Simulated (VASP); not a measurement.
Here is the system:

```
CELL_PARAMETERS angstrom
      2.54452    -4.40723     0.00000
      2.54452     4.40723     0.00000
      0.00000     0.00000     5.77281
ATOMIC_POSITIONS crystal
  Ge 0.00000 0.45594 0.33333
  Ge 0.54406 0.54406 0.00000
  Ge 0.45594 0.00000 0.66667
  O  0.29799 0.39765 0.24162
  O  0.60235 0.90034 0.90829
  O  0.70201 0.09966 0.42505
  O  0.90034 0.60235 0.09171
  O  0.39765 0.29799 0.75838
  O  0.09966 0.70201 0.57495
```

Method: PBE GGA, VASP's PBE PAW potentials (set 64) (plane waves; VASP). Settings: 520 eV cut-off, 6×6×5 Γ-centred mesh, tetrahedra with Blöchl corrections, potentials Ge_d O.

**Question.** Predict the energy per atom (σ→0), band gap (on the k-mesh) with the smallest direct gap where there is one.

**Answer.** 
| Property | Value |
|---|---|
| band gap (on the k-mesh) | 3.22 eV |
| smallest direct gap (on the k-mesh) | 3.29 eV |
| energy per atom (σ→0) | -6.415 eV/atom |

Only differences to runs with the same potentials and settings are physical.

The compound is GeO2 in the quartz structure, a metastable form; rutile is stable. It was relaxed first, which changed the volume by +7 %.
